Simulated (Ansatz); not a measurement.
# B4N3: the cost of one run

Method: DFT PBE+D3(BJ), scalar-relativistic, plane waves, PAW, in Ansatz 0.2.0.

5 further runs of the same task are left out: 1 that didn't finish, 4 set aside as unsound or not needed.

### 1 The system as given

Symmetry: P3m1, No. 156, trigonal system. The conventional cell has a = 2.506 Å, b = 2.506 Å, c = 23.593 Å, α = 90.00°, β = 90.00°, γ = 120.00°. B (site symmetry 3m) has 3 N at 1.45 Å as nearest neighbours. Around N (site symmetry 3m) lie 3 B at 1.45 Å.

Coordinates:

```cif
data_structure
_symmetry_space_group_name_H-M 'P 1'
_symmetry_Int_Tables_number 1
_cell_length_a 2.5061
_cell_length_b 2.5061
_cell_length_c 23.5927
_cell_angle_alpha 90.000
_cell_angle_beta 90.000
_cell_angle_gamma 120.000
_cell_volume 128.32
loop_
_atom_site_label
_atom_site_type_symbol
_atom_site_fract_x
_atom_site_fract_y
_atom_site_fract_z
_atom_site_occupancy
B1 B 0.66667 0.33333 0.36028 1
N1 N 0.33333 0.66667 0.36040 1
B2 B 0.33333 0.66667 0.50127 1
N2 N 0.00000 0.00000 0.50132 1
B3 B 0.00000 0.00000 0.64211 1
N3 N 0.66667 0.33333 0.64219 1
```

Miller indices refer to the conventional cell of the relaxed bulk, R3m (No. 160): a = 2.506 Å, b = 2.506 Å, c = 9.885 Å, α = 90.00°, β = 90.00°, γ = 120.00°.

This (001) slab, 6.6 Å thick as cut, with 17 Å of vacuum; its outer planes are BN (top) and BN (bottom), was relaxed beforehand with its lower half held: -1627.9412 eV, gap on the mesh 4.28 eV, ionisation potential 5.85 eV (top face), 5.58 eV (bottom face), electron affinity 1.57 eV (top face), 1.30 eV (bottom face), dipole along +c -0.008 e·Å per cell.

### 2 B at the top (N) site

With the adsorbate the run is spin-polarised.

input.yaml reads:

```yaml
crystal:
  lattice:
    - [2.5061138137, 0.0, 0.0]
    - [-1.2530569069, 2.1703582275, 0.0]
    - [0.0, 0.0, 25.5926876598]
  atoms:
    - { symbol: B, position: [0.6666666667, 0.3333333333, 0.3321261179] }
    - { symbol: "N", position: [0.3333333333, 0.6666666667, 0.3322402185] }
    - { symbol: B, position: [0.3333333333, 0.6666666667, 0.4620997201] }
    - { symbol: "N", position: [0.0, 0.0, 0.4621445588] }
    - { symbol: B, position: [0.0, 0.0, 0.5919331885] }
    - { symbol: "N", position: [0.6666666667, 0.3333333333, 0.5920079078] }
    - { symbol: B, position: [0.6666666667, 0.3333333333, 0.6529628188], spin: 1.0 }
basis:
  ecutwfc: 420
kpoints:
  mp_grid: { grid: [12, 12, 1] }
hamiltonian:
  xc: pbe
  dispersion: d3bj
scf:
  occupations: { method: gaussian, width: 0.05 }
output:
  forces: true
  eigenvalues: true
  populations: true
  write_density: true
  write_potential: true
  elf: true
  volumetric_format: npy
magnetization:
  spin_polarized: true
relax:
  adjacent_minimum: "off"
  f_tol: 0.03
  max_steps: 70
  constraints: [{ sites: [0, 1] }]
efield:
  axis: 3
  dipole_correction: true
  ramp_width: 0.04
```

Launch:

```sh
$ ansatz run input.yaml --threads 1 --pin off --max-ram 2560MiB --backend cpu --events-out ev --progress --plain --runs-dir out
```

**Question.** How long does this run take on 1 thread of Arm Neoverse V1, shared host, and how much memory does it need?

About 4.8 min, with a peak of 0.42 GiB.
